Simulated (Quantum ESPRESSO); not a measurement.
MoS2:

```
CELL_PARAMETERS angstrom
3.14799 -1.92978 0.00000
3.14799 1.92978 0.00000
-0.00310 0.00000 4.43933
ATOMIC_POSITIONS crystal
Mo 0.00000 0.00000 0.00000
S 0.68790 0.68790 0.28890
S 0.31210 0.31210 0.71110
```

The cell comes from a database or a generator and needn't be the stable form of this composition.

Base run:

| Quantity | Value |
| --- | --- |
| Program | Quantum ESPRESSO 7.5 |
| Functional | LDA |
| Potentials or basis | GBRV 1.5 LDA |
| Cutoff | 612 eV |
| Density cutoff | 4898 eV |
| k mesh | 6 × 6 × 4 |
| Occupations | gaussian, width 0.05 eV |
| Spin | collinear spin, ferromagnetic start |
| Starting moments | [2.0, 0.0, 0.0] μB |
| Hubbard terms | Mo d U = 4 eV |

Its results: band gap on the k mesh none (metal or under the smearing width); pressure -2.4 GPa; net moment 2.18 μB per cell; site moments Mo +1.73; S -0.16 μB; largest force 1.400 eV/Å.

Question: The run is repeated on the same cell with these changes: hubbard terms from Mo d U = 4 eV to Mo d U = 8 eV. What comes out?

Answer: Band gap on the k mesh none (metal or under the smearing width); pressure 3.1 GPa; net moment 2.46 μB per cell; site moments Mo +2.03; S -0.23 μB; largest force 1.319 eV/Å.

Caveats: forces of over 1 eV/Å show positions far from the minimum, so gaps and moduli don't describe the material at rest.
